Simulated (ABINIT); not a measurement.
## C: equation of state with LDA

**What was measured.**

From “Equation of state of cubic boron nitride at high pressures and temperatures”, 2007, arxiv:cond-mat/0702656, for a bulk crystal of C: bulk modulus 442 ± 5 GPa.

The system is C.

```
C
1.0
     0.00000    1.78337    1.78337
     1.78337    0.00000    1.78337
     1.78337    1.78337    0.00000
C
2
Direct
  0.75000 0.75000 0.75000
  0.50000 0.50000 0.50000
```

This isn't the form of C at room conditions, which is graphite.

```
Program             : ABINIT 10.8.3 (patched build)
Task                : equation of state
Functional          : LDA
Potentials or basis : JTH PAW LDA v2.0
Cutoff              : 408 eV
k mesh              : 13 × 13 × 13
Occupations         : fermi-dirac, width 0.05 eV
Spin                : no spin polarisation
Fine-grid cutoff    : 816.342 eV
```

| Property | Result |
| --- | --- |
| Equilibrium volume | 5.50 Å³/atom |
| Bulk modulus | 470 GPa |
| Pressure derivative of the bulk modulus | 3.8 (rough: it moves with the points fitted) |

Energy against volume, from the lowest point:
| volume (Å³/atom) | energy (meV/atom) |
| --- | --- |
| 5.332 | 7.02 |
| 5.445 | 0.00 |
| 5.558 | 0.31 |
| 5.672 | 7.05 |
| 5.785 | 19.78 |
| 5.899 | 37.65 |
| 6.012 | 60.66 |

Wall time 15 s on 1 thread of Arm Neoverse V2, on a shared host, peak memory 0.11 GiB.

A measured bulk modulus of C is 442 GPa (quoted in “Equation of state of cubic boron nitride at high pressures and temperatures”, 2007, arxiv:cond-mat/0702656); the calculated 470 GPa misses it by +6.4 %. 3 values of this kind are on record (442 to 444.8 GPa); this one was drawn at random among those near their median, those with a stated uncertainty first. The fit is for a static lattice scaled at fixed shape and fixed fractional positions. The cell as given is a measured one (5.67 Å³/atom); LDA puts the equilibrium volume -3.1 % from it, thermal expansion not counted.

Caveat: the cutoff is too short for stress, so the log's stress isn't used; pressures at fixed basis lie under the slope of the energies; the atomic spheres overlap.
